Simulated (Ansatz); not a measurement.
# Orbital-resolved density of states of F

```
CELL_PARAMETERS angstrom
2.75000 -1.64000 0.00000
2.75000 1.64000 0.00000
-1.53601 0.00000 7.12002
ATOMIC_POSITIONS crystal
F 0.05040 0.05040 0.09960
F 0.94960 0.94960 0.90040
F 0.50500 0.50500 0.60000
F 0.49500 0.49500 0.40000
```

Atoms are numbered in the order listed.

The geometry is COD entry 9012471, unchecked; take it as a test cell.

Theory: DFT, PBE, all-electron LAPW, scalar-relativistic (Ansatz 0.2.0).

Numerical set-up: a Γ-centred 11×11×5 k mesh, Fermi–Dirac smearing of 0.03 eV, basis error target 1 meV/atom, no spin polarisation.

States per eV for one atom of each kind, in 0.4 eV bins named by their centres, from the valence-band top, projected on a minimal set of Löwdin-orthogonalised atomic shells; orbitals are real harmonics on the Cartesian axes, equal curves share a column, and empty bins are left out, as is all above 8.9 eV, near the top of the computed bands.

F1 2p:

```
# E all pz px py
-6.7 0.01 0.01 0.00 0.00
-6.3 1.47 1.42 0.04 0.01
-5.9 0.81 0.77 0.03 0.01
-3.9 1.55 0.03 0.78 0.74
-3.5 1.98 0.03 0.85 1.10
-3.1 1.45 0.03 0.78 0.65
-0.7 1.28 0.03 0.63 0.63
-0.3 3.40 0.06 1.66 1.68
0.1 0.31 0.00 0.13 0.18
2.5 0.22 0.21 0.01 0.00
2.9 1.24 1.19 0.04 0.01
3.3 0.93 0.90 0.03 0.00
```

F3 2p:

```
# E all pz px py
-6.7 0.01 0.01 0.00 0.00
-6.3 0.80 0.77 0.03 0.01
-5.9 1.48 1.43 0.05 0.00
-3.9 1.32 0.03 0.66 0.63
-3.5 1.75 0.03 0.81 0.91
-3.1 1.93 0.03 0.95 0.95
-0.7 1.27 0.02 0.56 0.69
-0.3 3.40 0.06 1.77 1.57
0.1 0.32 0.00 0.08 0.24
2.5 0.27 0.26 0.01 0.00
2.9 1.51 1.45 0.05 0.01
3.3 0.61 0.59 0.02 0.00
```
